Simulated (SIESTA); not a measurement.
**BeTe under changes of volume**

One of the cells (21.254 Å³/atom); the others are scaled copies at fixed shape and fractional positions:

```
CELL_PARAMETERS angstrom
0.00000 2.77000 2.77000
2.77000 0.00000 2.77000
2.77000 2.77000 0.00000
ATOMIC_POSITIONS crystal
Te 0.75000 0.75000 0.75000
Be 0.00000 0.00000 0.00000
```

- Program: SIESTA 5.4.2
- Functional: LDA
- Potentials or basis: PseudoDojo 0.4 standard (LDA files)
- Basis: DZP (energy shift 0.003 Ry; two zetas on semicore shells)
- Grid cutoff: 800 Ry
- Energy shift: 0.003 Ry
- k mesh: 8 × 8 × 8
- Occupations: fermi-dirac, width 0.05 eV
- Spin: no spin polarisation

| volume (Å³/atom) | energy over the lowest point (meV/atom) | pressure (GPa) | gap on the mesh (eV) |
| --- | --- | --- | --- |
| 19.979 | ? | ? | ? |
| 20.404 | 12.73 | 4.0 | 1.79 |
| 20.829 | 4.39 | 2.3 | 1.83 |
| 21.254 | 0.27 | 0.8 | 1.87 |
| 21.679 | 0.00 | -0.6 | 1.92 |
| 22.104 | 3.27 | -1.9 | 1.96 |
| 22.529 | 9.77 | -3.0 | 2.00 |

What does the run at 19.979 Å³/atom give?

Energy over the lowest point 25.64 meV/atom; pressure 5.8 GPa; gap on the mesh 1.74 eV.

Worked out: A Birch-Murnaghan fit of order 3 (a polynomial in V^(-2/3)) to the other rows has its minimum at 21.50 Å³/atom with B0 = V·E''(V) = 70 GPa and B' = 3.5. It gives 25.68 meV/atom at 19.979 Å³/atom, against the run's 25.64, and -dE/dV = 5.8 GPa, against 5.8. A straight line through the other rows of the gap, of slope 2.15 eV per unit of ln V, extrapolates to 1.74 eV, against the run's 1.74.

Energies are extrapolated to zero smearing.

Caveats: short orbitals over semicore shells can move pressures by several GPa; spin-orbit coupling is left out, which moves the levels of the heavy elements; the basis of atomic orbitals isn't converged, which shifts pressures, moduli and gaps.

A mesh can miss the band edges.
